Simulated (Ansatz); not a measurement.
# Rh: a listed cell, distorted in several ways

A set of self-consistent runs on Rh under further strains and shifts, swapped elements, distortions that keep the symmetry, to map its energy surface near the listed cell.

Computed with Ansatz 0.2.0 (DFT PBE, scalar-relativistic, plane waves, PAW, unless a step's input says otherwise).

### 1 The starting structure

The structure is hexagonal, space group P6_3/mmc (No. 194). Conventional cell: a = 2.731 Å, b = 2.731 Å, c = 4.428 Å, α = 90.00°, β = 90.00°, γ = 120.00°. Around Rh (site symmetry -6m2) lie 12 Rh at 2.72 to 2.73 Å.

As a file:

```cif
data_structure
_symmetry_space_group_name_H-M 'P6_3/mmc'
_symmetry_Int_Tables_number 194
_cell_length_a 2.7310
_cell_length_b 2.7310
_cell_length_c 4.4285
_cell_angle_alpha 90.000
_cell_angle_beta 90.000
_cell_angle_gamma 120.000
_cell_volume 28.60
loop_
_atom_site_label
_atom_site_type_symbol
_atom_site_symmetry_multiplicity
_atom_site_Wyckoff_symbol
_atom_site_fract_x
_atom_site_fract_y
_atom_site_fract_z
_atom_site_occupancy
Rh1 Rh 2 c 0.66667 0.33333 0.75000 1
```

The structure comes from the Materials Project (structure only).

### 2 A distortion that keeps the symmetry

The change: strain xx, yy, zz, yz, xz, xy = +3.5, +3.5, -2.5, +0.0, +0.0, +0.0 %.

File input.yaml:

```yaml
crystal:
  lattice:
    - [2.8273279828, 0.0, 0.0]
    - [-1.4136639914, 2.448537858, 0.0]
    - [0.0, 0.0, 4.3190167519]
  atoms:
    - { symbol: Rh, position: [0.66666667, 0.33333333, 0.75] }
    - { symbol: Rh, position: [0.33333333, 0.66666667, 0.25] }
basis:
  ecutwfc: 420
kpoints:
  mp_grid: { grid: [18, 18, 10] }
hamiltonian:
  xc: pbe
scf:
  occupations: { method: gaussian, width: 0.1 }
output:
  forces: true
  stress: true
  eigenvalues: true
```

The run is started by

```bash
ansatz run input.yaml --threads 1 --pin off --max-ram 1331MiB --backend cpu --events-out ev --progress --plain --runs-dir out
```

### 3 A distortion that keeps the symmetry

input.yaml, as its differences from that of step 2:

```diff
@@ -2,5 +2,5 @@
   lattice:
-    - [2.8273279828, 0.0, 0.0]
-    - [-1.4136639914, 2.448537858, 0.0]
-    - [0.0, 0.0, 4.3190167519]
+    - [2.6561229067, 0.0, 0.0]
+    - [-1.3280614533, 2.3002699128, 0.0]
+    - [0.0, 0.0, 4.4399587865]
   atoms:
```

### 4 One element swapped, cell strained: Rh → Ru, first probe

File input.yaml:

```yaml
crystal:
  lattice:
    - [2.6508322694, 0.0, 0.0]
    - [-1.3254161347, 2.2956880865, 0.0]
    - [0.0, 0.0, 4.5687251503]
  atoms:
    - { symbol: Ru, position: [0.66666667, 0.33333333, 0.75] }
    - { symbol: Ru, position: [0.33333333, 0.66666667, 0.25] }
basis:
  ecutwfc: 420
kpoints:
  mp_grid: { grid: [9, 9, 4] }
hamiltonian:
  xc: pbe
scf:
  occupations: { method: gaussian, width: 0.1 }
output:
  forces: true
  stress: true
  eigenvalues: true
```

### 5 One element swapped, cell strained: Rh → Ru

input.yaml, as its differences from that of step 4:

```diff
@@ -11,3 +11,3 @@
 kpoints:
-  mp_grid: { grid: [9, 9, 4] }
+  mp_grid: { grid: [18, 18, 10] }
 hamiltonian:
```

### 6 A distortion of lower symmetry

File input.yaml:

```yaml
crystal:
  lattice:
    - [2.6490769807, -0.0273097904, -0.0032498651]
    - [-1.3481894626, 2.3351160792, 0.0064733818]
    - [-0.0052699019, 0.0090784024, 4.3160496643]
  atoms:
    - { symbol: Rh, position: [0.653982202, 0.326991096, 0.75] }
    - { symbol: Rh, position: [0.346017798, 0.673008904, 0.25] }
basis:
  ecutwfc: 420
kpoints:
  mp_grid: { grid: [16, 16, 8] }
hamiltonian:
  xc: pbe
scf:
  occupations: { method: gaussian, width: 0.1 }
output:
  forces: true
  stress: true
  eigenvalues: true
```

### 7 A distortion that keeps the symmetry

File input.yaml:

```yaml
crystal:
  lattice:
    - [2.7554213046, 0.0, 0.0]
    - [-1.3777106523, 2.386264848, 0.0]
    - [0.0, 0.0, 4.7338333166]
  atoms:
    - { symbol: Rh, position: [0.66666667, 0.33333333, 0.75] }
    - { symbol: Rh, position: [0.33333333, 0.66666667, 0.25] }
basis:
  ecutwfc: 420
kpoints:
  mp_grid: { grid: [18, 18, 10] }
hamiltonian:
  xc: pbe
scf:
  occupations: { method: gaussian, width: 0.1 }
output:
  forces: true
  stress: true
  eigenvalues: true
  populations: true
```

### 8 A distortion that keeps the symmetry

input.yaml, as its differences from that of step 7:

```diff
@@ -2,5 +2,5 @@
   lattice:
-    - [2.7554213046, 0.0, 0.0]
-    - [-1.3777106523, 2.386264848, 0.0]
-    - [0.0, 0.0, 4.7338333166]
+    - [2.8507324732, 0.0, 0.0]
+    - [-1.4253662366, 2.4688067412, 0.0]
+    - [0.0, 0.0, 4.4898235726]
   atoms:
```

Before running it: what results should come out? Wanted: for each run, case; energy; pressure; largest force.

**Answer**, as computed:

```
step                                         case  energy (meV/atom)  pressure (GPa)  largest force (eV/Å)  gap on the mesh (eV)
   2         a distortion that keeps the symmetry               +0.0           -11.9                  0.00                  0.00
   3         a distortion that keeps the symmetry              -25.0            11.1                  0.00                  0.00
   5  one element swapped, cell strained: Rh → Ru                n/a            -1.2                  0.00                  0.00
   6               a distortion of lower symmetry              -2.5*            18.2                  0.22                  0.00
   7         a distortion that keeps the symmetry              +69.4           -18.8                  0.00                  0.00
   8         a distortion that keeps the symmetry              +77.9           -21.4                  0.00                  0.00
```

Energies are counted from step 2, with the smearing taken to zero; a star marks another k mesh, which can shift energies by itself, so starred rows don't rank against the others. Other atoms or functionals have another zero of energy (n/a). A gap of 0.00 means none on the mesh at this level.

What this shows: Among the distorted cells of the listed formula and level the largest force, 0.22 eV/Å, comes in step 6, shared by 2 atoms. The pressure is 18.2 GPa in the smallest cell and -21.4 GPa in the largest; between them shape and moved atoms count too. The distorted cells of the listed formula and level show no gap on the mesh.
